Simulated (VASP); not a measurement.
# GaAs: excitons of finite momentum

GaAs, F-43m (no. 216), 2 atoms in the cell. PBE, G0W0 and BSE; PAW potentials As_GW, Ga_d_GW (PBE set).

GW step before the BSE: G0W0.

## Input

INCAR.step1:
```
SYSTEM = GaAs
EDIFF    = 1E-8           ! SCF threshold, eV
ENCUT    = 410            ! plane-wave cutoff, eV
ISMEAR   = 0              ! smearing method
KPAR     = 4            
LASPH    = .TRUE.         ! aspherical terms in the spheres
LCHARG   = .FALSE.        ! write CHGCAR
LWAVE    = .TRUE.         ! write WAVECAR
PREC     = Accurate       ! precision mode
SIGMA    = 0.02           ! smearing width, eV
```

INCAR.step2, as INCAR.step1 but for:
```
- EDIFF = 1E-8
+ ALGO = Exact
+ EDIFF = 1E-7
+ ISTART = 1
+ LOPTICS = .TRUE.
+ NBANDS = 69
+ NEDOS = 2000
+ NELM = 1
```

INCAR.step3, as INCAR.step2 but for:
```
- ALGO = Exact
- EDIFF = 1E-7
- LOPTICS = .TRUE.
- NEDOS = 2000
- NELM = 1
+ ALGO = EVGW0
+ ENCUTGW = 120
+ NBANDSGW = 25
+ NELMGW = 1
+ NOMEGA = 48
+ PRECFOCK = Fast
```

INCAR.step4, as INCAR.step3 but for:
```
- ALGO = EVGW0
- LWAVE = .TRUE.
- NBANDSGW = 25
- NELMGW = 1
- NOMEGA = 48
+ ALGO = BSE
+ ANTIRES = 2
+ CSHIFT = 0.15
+ IBSE = 2
+ KPOINT_BSE = 1
+ LWAVE = .FALSE.
+ NBANDSO = 4
+ NBANDSV = 4
+ NBSEEIG = 4
+ NOMEGA = 1000
+ OMEGAMAX = 25
```

INCAR.step5, as INCAR.step4 but for:
```
- KPOINT_BSE = 1
+ KPOINT_BSE = 2
```

INCAR.step6 to INCAR.step11 change the same tag again: KPOINT_BSE = 3, 4, 5, 6, 7, 8.

KPOINTS:
```
k-points
0
Gamma
  4 4 4
```

POSCAR:
```
GaAs
1.0
    0.0000000000      2.8268500000      2.8268500000
    2.8268500000      0.0000000000      2.8268500000
    2.8268500000      2.8268500000      0.0000000000
As Ga
1 1
Direct
    0.7500000000      0.7500000000      0.7500000000
    0.0000000000      0.0000000000      0.0000000000
```

Commands (each step's output is kept before the next begins):
```
cat potpaw_PBE.64/As_GW/POTCAR potpaw_PBE.64/Ga_d_GW/POTCAR > POTCAR
cp INCAR.step1 INCAR
mpirun -np 4 vasp_std > vasp.out
cp INCAR.step2 INCAR
mpirun -np 4 vasp_std > vasp.out
cp INCAR.step3 INCAR
mpirun -np 4 vasp_std > vasp.out
cp INCAR.step4 INCAR
mpirun -np 4 vasp_std > vasp.out
cp INCAR.step5 INCAR
mpirun -np 4 vasp_std > vasp.out
cp INCAR.step6 INCAR
mpirun -np 4 vasp_std > vasp.out
cp INCAR.step7 INCAR
mpirun -np 4 vasp_std > vasp.out
cp INCAR.step8 INCAR
mpirun -np 4 vasp_std > vasp.out
cp INCAR.step9 INCAR
mpirun -np 4 vasp_std > vasp.out
cp INCAR.step10 INCAR
mpirun -np 4 vasp_std > vasp.out
cp INCAR.step11 INCAR
mpirun -np 4 vasp_std > vasp.out
```

## Result

- Direct quasiparticle gap on the mesh (eV): 1.42
- Direct Kohn-Sham gap on the mesh (eV): 0.50

One ground state, settings moved in the last step alone:

| Settings | q (reciprocal lattice) | ε at zero frequency | First excitation (eV) | First bright (eV) | Time (s) |
|---|---|---|---|---|---|
| q point 1 | 0.000 0.000 0.000 | 69.50 | 1.392 | 1.392 | 4 |
| q point 2 | 0.250 0.000 0.000 | 5.36 | 2.038 | 2.079 | 6 |
| q point 3 | 0.500 0.000 0.000 | 2.40 | 1.566 | 1.588 | 5 |
| q point 4 | 0.250 0.250 0.000 | 5.54 | 2.308 | 2.324 | 5 |
| q point 5 | 0.500 0.250 0.000 | 3.10 | 2.283 | 2.365 | 4 |
| q point 6 | -0.250 0.250 0.000 | 3.75 | 2.672 | 2.796 | 6 |
| q point 7 | 0.500 0.500 0.000 | 2.40 | 1.630 | 1.649 | 6 |
| q point 8 | -0.250 0.500 0.250 | 2.15 | 2.881 | 2.881 | 5 |

Make-up of the lowest excitation, one of several of nearly equal energy, so its shares depend on the choice among them:

| k point | From band | To band | Share |
|---|---|---|---|
| 0.000 0.000 0.000 | 8 | 10 | 0.74 |
| 0.000 0.000 0.000 | 9 | 10 | 0.26 |
| 0.000 0.000 0.000 | 7 | 10 | 0.00 |
| 0.250 0.000 0.000 | 8 | 10 | 0.00 |
| -0.250 -0.250 -0.250 | 8 | 10 | 0.00 |
| -0.250 0.000 0.000 | 8 | 10 | 0.00 |

Limits: The 4×4×4 mesh is coarse for a spectrum: peaks stand apart that a denser mesh merges, and ε at zero frequency can be far too high; bands, mesh and cutoff of the G0W0 step are small, so absolute energies aren't converged; the pairs hold 4 valence and 4 conduction bands, and what lies beyond is missing from ε.

VASP 6.6.1 took 63 s on 4 cores (Intel Xeon 6975P-C (Granite Rapids)), a shared host.
